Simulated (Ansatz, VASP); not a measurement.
## One calculation of HfO2, two programs

```xyz
3
Lattice="0.0000 2.4995 2.4995 2.4995 0.0000 2.4995 2.4995 2.4995 0.0000" Properties=species:S:1:pos:R:3 pbc="T T T"
Hf    0.0000    0.0000    0.0000
O     1.2497    1.2497    1.2497
O     3.7492    3.7492    3.7492
```

Alike in both runs: task single point; functional PBEsol; k mesh 8 × 8 × 8; occupations gaussian, width 0.05 eV; no spin polarisation.

```csv
,VASP,Ansatz
version,VASP 6.6.1,Ansatz 0.2.0
potentials or method,"VASP PAW PBE potentials, release 64 (Hf_pv, O)","scalar-relativistic, plane waves, PAW"
plane-wave cutoff (eV),520,520
valence electrons in the cell,22,38
```

Ansatz gave:

* gap on the k mesh at the Fermi level (eV): 3.75
* least direct gap on the mesh (eV): 3.75
* pressure (GPa): 7.6

Task: Estimate VASP's values.

Result: gap on the k mesh at the Fermi level (eV): 3.78; least direct gap on the mesh (eV): 3.78; pressure (GPa): 3.6.

One of these differences is far larger than is usual between the two programs; its cause wasn't traced. The two sets of potentials don't hold the same shells in valence. Ansatz warned: «pseudo_functional_mismatch».

Caveats: the PAW data sets were made with another functional, which shifts forces and pressure a little (VASP); spin-orbit coupling is left out, which moves the levels of the heavy elements. A k mesh can miss the band edges.
